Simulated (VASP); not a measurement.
## VASP 6.6.1 run: PbSe

INCAR

```
SIGMA = 0.02
NELMIN = 4
PREC = Accurate
NSW = 0
NELM = 99
LWAVE = .FALSE.
IBRION = -1
ENCUT = 520
ISMEAR = -1
GGA = PE
EDIFF = 1E-7
BMIX = 0.0001
LASPH = .TRUE.
LREAL = .TRUE.
NBANDS = 17
AMIX = 0.2
LCHARG = .FALSE.
ISIF = 2
```

KPOINTS

```
KPOINTS created by Atomic Simulation Environment
0
Gamma
8 8 8
0 0 0
```

POSCAR

```
Pb Se
 1.0000000000000000
    -0.0423291588000000    3.0772600829000001    3.0772600829000001
     3.0772600829000001   -0.0423291588000000    3.0772600829000001
     3.0772600829000001    3.0772600829000001   -0.0423291588000000
 Pb  Se
   1   1
Cartesian
  0.0000000000000000  0.0000000000000000  0.0000000000000000
  3.0560955034999999  3.0560955034999999  3.0560955034999999
```

The recommended PBE PAW datasets give the neutral cell 20 valence electrons.

Command

```
mpirun -np 1 vasp_std
```

How does this run end, and what does it give?

It converged. Results: gap between bands v and c on the k mesh 0.29 eV; least direct gap on the k mesh 0.40 eV; pressure 0.3 GPa. Band v is the last that the valence electrons fill when counted band by band, and c is the next.

OSZICAR

```
N       E                     dE             d eps       ncg     rms          rms(c)
DAV:   1     0.157438310070E+03    0.15744E+03   -0.94625E+03  2210   0.119E+03
DAV:   2     0.339299131854E+01   -0.15405E+03   -0.14911E+03  2342   0.304E+02
DAV:   3    -0.823120909408E+01   -0.11624E+02   -0.11534E+02  2884   0.902E+01
DAV:   4    -0.850085149904E+01   -0.26964E+00   -0.26945E+00  2675   0.154E+01
DAV:   5    -0.851011393912E+01   -0.92624E-02   -0.92621E-02  3262   0.278E+00    0.272E+00
DAV:   6    -0.825903851832E+01    0.25108E+00   -0.33625E-01  3302   0.394E+00    0.193E+00
DAV:   7    -0.819127065199E+01    0.67768E-01   -0.39841E-01  3178   0.355E+00    0.124E+00
DAV:   8    -0.820088031624E+01   -0.96097E-02   -0.69604E-02  2907   0.264E+00    0.286E-01
DAV:   9    -0.819526171693E+01    0.56186E-02   -0.23755E-02  3352   0.120E+00    0.758E-02
DAV:  10    -0.819554405258E+01   -0.28234E-03   -0.21746E-03  2525   0.368E-01    0.847E-02
DAV:  11    -0.819541468165E+01    0.12937E-03   -0.42257E-04  3231   0.129E-01    0.263E-02
DAV:  12    -0.819540031651E+01    0.14365E-04   -0.91143E-05  2986   0.788E-02    0.104E-02
DAV:  13    -0.819540059927E+01   -0.28276E-06   -0.21898E-05  3368   0.476E-02    0.362E-03
DAV:  14    -0.819540053676E+01    0.62510E-07   -0.24406E-06  2885   0.168E-02    0.390E-03
DAV:  15    -0.819540033811E+01    0.19865E-06   -0.12428E-07  2474   0.272E-03    0.127E-03
DAV:  16    -0.819540030677E+01    0.31345E-07   -0.10405E-07  1358   0.159E-03
   1 F= -.81954003E+01 E0= -.81953995E+01  d E =-.163970E-05
```

For comparison, a separate PBE run of the intended cell, on usual settings and not on those above, gives a gap of 0.29 eV on its mesh and a pressure of 0.5 GPa.
